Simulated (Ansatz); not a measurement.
# TiO2: the cost of one run

Program: Ansatz 0.2.0. Level of theory: DFT PBE, scalar-relativistic, plane waves, PAW. These are calculated values, not measurements.

### Step 1. The system as given

Symmetry: P4_2/mnm, No. 136, tetragonal system. The conventional cell has a = 4.592 Å, b = 4.592 Å, c = 2.957 Å, α = 90.00°, β = 90.00°, γ = 90.00°. Ti (site symmetry mmm) is surrounded by 6 O at 1.95 to 1.98 Å. O (site symmetry m2m) is surrounded by 3 Ti at 1.95 to 1.98 Å.

As a file:

```
Ti O
1.0
    -4.59220   -4.59220    2.95740
    -4.59220    4.59220    2.95740
    -9.18440    0.00000   -5.91480
Ti O
16 32
Cartesian
  0.0000 0.0000 0.0000
  -9.1844 0.0000 -2.9574
  -4.5922 0.0000 2.9574
  -9.1844 0.0000 0.0000
  -9.1844 0.0000 2.9574
  -13.7766 0.0000 0.0000
  -4.5922 0.0000 -2.9574
  -4.5922 0.0000 0.0000
  -2.2961 2.2961 1.4787
  -11.4805 2.2961 -1.4787
  -6.8883 -2.2961 -1.4787
  -2.2961 -2.2961 1.4787
  -11.4805 -2.2961 -1.4787
  -6.8883 -2.2961 1.4787
  -6.8883 2.2961 -1.4787
  -6.8883 2.2961 1.4787
  -12.3762 -3.1918 -2.9574
  -7.7840 1.4004 -2.9574
  -12.3762 1.4004 -2.9574
  -7.7840 1.4004 0.0000
  -7.7840 1.4004 2.9574
  -12.3762 1.4004 0.0000
  -7.7840 -3.1918 0.0000
  -3.1918 1.4004 0.0000
  -12.8809 3.6965 -1.4787
  -8.2887 -0.8957 -1.4787
  -12.8809 -0.8957 -1.4787
  -8.2887 -0.8957 1.4787
  -8.2887 -0.8957 4.4361
  -12.8809 -0.8957 1.4787
  -8.2887 3.6965 1.4787
  -3.6965 -0.8957 1.4787
  -15.1770 -1.4004 0.0000
  -10.5848 3.1918 0.0000
  -5.9926 -1.4004 0.0000
  -10.5848 -1.4004 -2.9574
  -10.5848 -1.4004 0.0000
  -5.9926 -1.4004 2.9574
  -10.5848 -1.4004 2.9574
  -5.9926 3.1918 2.9574
  -10.0801 0.8957 -4.4361
  -10.0801 0.8957 -1.4787
  -14.6723 0.8957 -1.4787
  -10.0801 0.8957 1.4787
  -5.4879 -3.6965 1.4787
  -10.0801 -3.6965 -1.4787
  -5.4879 0.8957 -1.4787
  -5.4879 0.8957 1.4787
```

The runs take a perfect supercell of 48 atoms; the defect goes to fractional position (0.000, 0.000, 0.000).

### Step 2. The perfect supercell

input.yaml reads:

```yaml
crystal:
  lattice:
    - [-4.5922, -4.5922, 2.9574]
    - [-4.5922, 4.5922, 2.9574]
    - [-9.1844, 0.0, -5.9148]
  atoms:
    - { symbol: Ti, position: [0.0, 0.0, 0.0] }
    - { symbol: Ti, position: [0.25, 0.25, 0.75] }
    - { symbol: Ti, position: [0.5, 0.5, 0.0] }
    - { symbol: Ti, position: [0.5, 0.5, 0.5] }
    - { symbol: Ti, position: [0.75, 0.75, 0.25] }
    - { symbol: Ti, position: [0.75, 0.75, 0.75] }
    - { symbol: Ti, position: [0.0, 0.0, 0.5] }
    - { symbol: Ti, position: [0.25, 0.25, 0.25] }
    - { symbol: Ti, position: [0.0, 0.5, 0.0] }
    - { symbol: Ti, position: [0.25, 0.75, 0.75] }
    - { symbol: Ti, position: [0.5, 0.0, 0.5] }
    - { symbol: Ti, position: [0.5, 0.0, 0.0] }
    - { symbol: Ti, position: [0.75, 0.25, 0.75] }
    - { symbol: Ti, position: [0.75, 0.25, 0.25] }
    - { symbol: Ti, position: [0.0, 0.5, 0.5] }
    - { symbol: Ti, position: [0.25, 0.75, 0.25] }
    - { symbol: O, position: [0.77128, 0.07624, 0.92376] }
    - { symbol: O, position: [0.02128, 0.32624, 0.67376] }
    - { symbol: O, position: [0.27128, 0.57624, 0.92376] }
    - { symbol: O, position: [0.27128, 0.57624, 0.42376] }
    - { symbol: O, position: [0.52128, 0.82624, 0.17376] }
    - { symbol: O, position: [0.52128, 0.82624, 0.67376] }
    - { symbol: O, position: [0.77128, 0.07624, 0.42376] }
    - { symbol: O, position: [0.02128, 0.32624, 0.17376] }
    - { symbol: O, position: [0.17376, 0.97872, 0.82624] }
    - { symbol: O, position: [0.42376, 0.22872, 0.57624] }
    - { symbol: O, position: [0.67376, 0.47872, 0.82624] }
    - { symbol: O, position: [0.67376, 0.47872, 0.32624] }
    - { symbol: O, position: [0.92376, 0.72872, 0.07624] }
    - { symbol: O, position: [0.92376, 0.72872, 0.57624] }
    - { symbol: O, position: [0.17376, 0.97872, 0.32624] }
    - { symbol: O, position: [0.42376, 0.22872, 0.07624] }
    - { symbol: O, position: [0.97872, 0.67376, 0.82624] }
    - { symbol: O, position: [0.22872, 0.92376, 0.57624] }
    - { symbol: O, position: [0.47872, 0.17376, 0.32624] }
    - { symbol: O, position: [0.47872, 0.17376, 0.82624] }
    - { symbol: O, position: [0.72872, 0.42376, 0.57624] }
    - { symbol: O, position: [0.72872, 0.42376, 0.07624] }
    - { symbol: O, position: [0.97872, 0.67376, 0.32624] }
    - { symbol: O, position: [0.22872, 0.92376, 0.07624] }
    - { symbol: O, position: [0.07624, 0.27128, 0.92376] }
    - { symbol: O, position: [0.32624, 0.52128, 0.67376] }
    - { symbol: O, position: [0.57624, 0.77128, 0.92376] }
    - { symbol: O, position: [0.57624, 0.77128, 0.42376] }
    - { symbol: O, position: [0.82624, 0.02128, 0.17376] }
    - { symbol: O, position: [0.82624, 0.02128, 0.67376] }
    - { symbol: O, position: [0.07624, 0.27128, 0.42376] }
    - { symbol: O, position: [0.32624, 0.52128, 0.17376] }
basis:
  ecutwfc: 420
  fft_grid_basis: typed
kpoints:
  mp_grid: { grid: [2, 2, 1] }
hamiltonian:
  xc: pbe
  pseudopotentials: { kind: paw }
scf:
  occupations: { method: gaussian, width: 0.05 }
output:
  forces: true
  stress: false
  eigenvalues: true
  bader: false
  write_density: true
  volumetric_format: npy
```

On the command line:

```console
> ansatz run input.yaml --threads 4 --pin off --max-ram 10240MiB --backend cpu --events-out ev --progress --plain --runs-dir out
```

Q: Estimate wall time and peak memory on 4 threads of AMD EPYC, shared host.

About 15 s, with a peak of 1.9 GiB.
